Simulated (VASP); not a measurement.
# IrO2 (lda): relaxation of cell and atoms with LDA

Crystal: IrO2 (lda).

```xyz
6
Lattice="4.4329 0.0000 0.0000 0.0000 4.4329 0.0000 0.0000 0.0000 3.1378" Properties=species:S:1:pos:R:3 pbc="T T T"
Ir    0.0000    0.0000    0.0000
Ir    2.2164    2.2164    1.5689
O     1.3702    1.3702    0.0000
O     0.8462    3.5866    1.5689
O     3.0626    3.0626    0.0000
O     3.5866    0.8462    1.5689
```

- Program: VASP 6.6.1
- Task: relaxation of cell and atoms
- Functional: LDA
- Potentials or basis: VASP PAW LDA potentials, release 64 (Ir, O)
- Cutoff: 600 eV
- k mesh: 8 × 8 × 12
- Occupations: gaussian, width 0.1 eV
- Spin: no spin polarisation
- Dipole correction: no
- Further INCAR settings: ALGO = Fast; EDIFF = 1e-07; IBRION = 2; EDIFFG = -0.002; NSW = 100; ISIF = 3

```
Relaxed volume                         : 10.39 Å³/atom
Relaxed cell                           : a = 4.450 Å, b = 4.450 Å, c = 3.148 Å, α = 90.00°, β = 90.00°, γ = 90.00°
Space group after relaxing (to 0.05 Å) : P4_2/mnm (No. 136)
Energy gained by relaxing              : 1.3 meV/atom
Ionic steps                            : 11
Pressure after relaxing                : 0.0 GPa
Band gap on the k mesh                 : none (metal or under the smearing width)
```

Step by step:
| step | energy change (eV) | largest force (eV/Å) | pressure (GPa) | volume (Å³) |
| --- | --- | --- | --- | --- |
| 1 | 0.0000 | 0.0222 | 3.66 | 61.66 |
| 2 | 0.0285 | 0.1138 | -7.37 | 63.78 |
| 3 | -0.0075 | 0.0245 | 0.00 | 62.31 |
| 4 | -0.0075 | 0.0238 | 0.11 | 62.30 |
| 5 | -0.0075 | 0.0434 | 0.00 | 62.35 |
| 6 | -0.0076 | 0.0124 | 0.03 | 62.33 |
| 7 | -0.0076 | 0.0030 | -0.03 | 62.34 |
| 8 | -0.0076 | 0.0004 | -0.06 | 62.35 |
| 9 | -0.0076 | 0.0014 | -0.05 | 62.35 |
| 10 | -0.0076 | 0.0011 | 0.06 | 62.33 |
| 11 | -0.0076 | 0.0004 | 0.00 | 62.34 |

Final structure:
```
Ir O
1.0
     4.44979    0.00000    0.00000
     0.00000    4.44979    0.00000
     0.00000    0.00000    3.14823
Ir O
2 4
Cartesian
  0.0000 0.0000 0.0000
  2.2249 2.2249 1.5741
  1.3752 1.3752 0.0000
  0.8497 3.6001 1.5741
  3.0746 3.0746 0.0000
  3.6001 0.8497 1.5741
```

Levels at points of the mesh, in eV from the Fermi level:
| k point | band 18 | band 19 | band 20 | band 21 | band 22 | band 23 | band 24 | band 25 |
| --- | --- | --- | --- | --- | --- | --- | --- | --- |
| (0.00, 0.00, 0.00) | -2.56 | -2.45 | -2.40 | -2.26 | 0.84 | 1.31 | 4.25 | 4.31 |
| (0.50, 0.00, 0.00) | -1.67 | -1.36 | -1.36 | -0.32 | -0.32 | 3.61 | 3.61 | 3.73 |
| (0.50, 0.50, 0.00) | -2.58 | -2.52 | -2.52 | 0.21 | 0.21 | 2.66 | 2.66 | 4.23 |
| (0.00, 0.00, 0.50) | -2.03 | -0.70 | -0.70 | 0.29 | 0.29 | 2.29 | 2.29 | 2.84 |
| (0.50, 0.00, 0.50) | -2.91 | -1.87 | -1.87 | 0.57 | 0.57 | 1.19 | 1.19 | 4.63 |
| (0.50, 0.50, 0.50) | -1.92 | -1.29 | -1.29 | -0.52 | -0.52 | 2.24 | 2.24 | 3.29 |

Run time: 6.8 min on 1 thread of Intel(R) Xeon(R) 6975P-C (Granite Rapids), on a shared host, peak memory 0.3 GiB.

Spin-orbit coupling is left out, which matters for the levels of Ir.
